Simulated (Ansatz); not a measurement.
**Relaxing CrO₂**

Level of theory: DFT r2SCAN, scalar-relativistic, plane waves, PAW in Ansatz 0.2.0. Run with 500 eV cutoff, 18×18×18 k-mesh, Gaussian smearing of 0.01 eV, no spin polarisation.

What was changed in WS2: S → O, W → Cr on all its sites, cell and atoms relaxed.

Command:

```bash
ansatz run input.yaml --threads 1 --pin off --max-ram 2560MiB --backend cpu --events-out ev --progress --plain --runs-dir out
```

Input:

```yaml
crystal:
  lattice:
    - [1.299765555, 0.7504199931, 5.1239153594]
    - [-1.299765555, 0.7504199931, 5.1239153594]
    - [0.0, -1.5008399861, 5.1239153594]
  atoms:
    - { symbol: Cr, position: [0.000676316, 0.000676316, 0.000676316] }
    - { symbol: O, position: [0.4085020411, 0.4085020411, 0.4085020411] }
    - { symbol: O, position: [0.2595216429, 0.2595216429, 0.2595216429] }
basis:
  ecutwfc: 500
kpoints:
  mp_grid: { grid: [18, 18, 18] }
hamiltonian:
  xc: r2scan
scf:
  occupations: { method: gaussian, width: 0.01 }
output:
  forces: true
  stress: true
  eigenvalues: true
relax:
  adjacent_minimum: "off"
  f_tol: 0.01
  max_steps: 60
  cell: { stress_tol: 0.1 }
```

F is the free energy. Steps run on the plane waves of an earlier cell, but the last one, and at times one on the way, on a freshly chosen basis, so a repeated geometry can differ a little in energy.

Steps:

```
step F − F(1) (eV) largest force component (eV/Å) V (Å³/atom) P (GPa)
   1         0.0000                           0.003        9.995     0.08
   2        -0.0001                           0.005        9.981     0.03
   3        -0.0002                           0.002        9.953    -0.02
   4        -0.0001                           0.002        9.953    -0.02
```

Relaxed structure:

```xyz
3
Lattice="1.3001 0.7506 5.0993 -1.3001 0.7506 5.0993 0.0000 -1.5013 5.0993" Properties=species:S:1:pos:R:3 pbc="T T T"
Cr    0.0000    0.0000    0.0103
O     0.0000    0.0000    6.2546
O     0.0000    0.0000    3.9647
```

It takes space group R3m (No. 160, trigonal). Conventional cell: a = 2.600 Å, b = 2.600 Å, c = 15.298 Å, α = 90.00°, β = 90.00°, γ = 120.00°. Cr (site symmetry 3m) has 6 O at 1.89 Å as nearest neighbours. O (site symmetry 3m) is surrounded by 3 Cr at 1.89 Å. O (site symmetry 3m) is surrounded by 3 Cr at 1.89 Å.

The run converged. Time: 3.6 min on 1 thread of Oxide Virtual Turin-like Processor (Zen 5), on a shared host, peak memory 0.82 GiB.